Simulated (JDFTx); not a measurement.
# InP under changes of volume

One of the cells (25.167 Å³/atom); the others are scaled copies at fixed shape and fractional positions:

```
CELL_PARAMETERS angstrom
0.00000 2.93050 2.93050
2.93050 0.00000 2.93050
2.93050 2.93050 0.00000
ATOMIC_POSITIONS crystal
In 0.00000 0.00000 0.00000
P 0.75000 0.75000 0.75000
```

| Item | Value |
| --- | --- |
| Program | JDFTx 1.7.0 (patched build) |
| Functional | PBEsol |
| Potentials or basis | PseudoDojo-SR-PBEsol-0.4.1-standard with smoothed tails |
| Cutoff | 952 eV |
| Density cutoff | 7619 eV |
| k mesh | 8 × 8 × 8 |
| Occupations | fermi-dirac, width 0.05 eV |
| Spin | no spin polarisation |

```csv
volume (Å³/atom),energy over the lowest point (meV/atom),pressure (GPa),gap on the mesh (eV)
23.657,28.96,5.7,0.95
24.160,14.04,3.8,0.83
24.663,?,?,?
25.167,0.11,0.7,0.61
25.670,0.00,-0.6,0.51
26.173,3.82,-1.8,0.40
26.677,11.16,-2.9,0.30
```

Q: What does the run at 24.663 Å³/atom give?

A: Energy over the lowest point 4.62 meV/atom; pressure 2.2 GPa; gap on the mesh 0.72 eV.

Worked out: A Birch-Murnaghan fit of order 3 (a polynomial in V^(-2/3)) to the other rows has its minimum at 25.43 Å³/atom with B0 = V·E''(V) = 67 GPa and B' = 4.7. It gives 4.62 meV/atom at 24.663 Å³/atom, against the run's 4.62, and -dE/dV = 2.2 GPa, against 2.2. A straight line through the other rows of the gap, of slope -5.39 eV per unit of ln V (its deformation potential), gives 0.72 eV, against the run's 0.72.

Energies are extrapolated to zero smearing.

Caveats: spin-orbit coupling is left out, which moves the levels of the heavy elements.
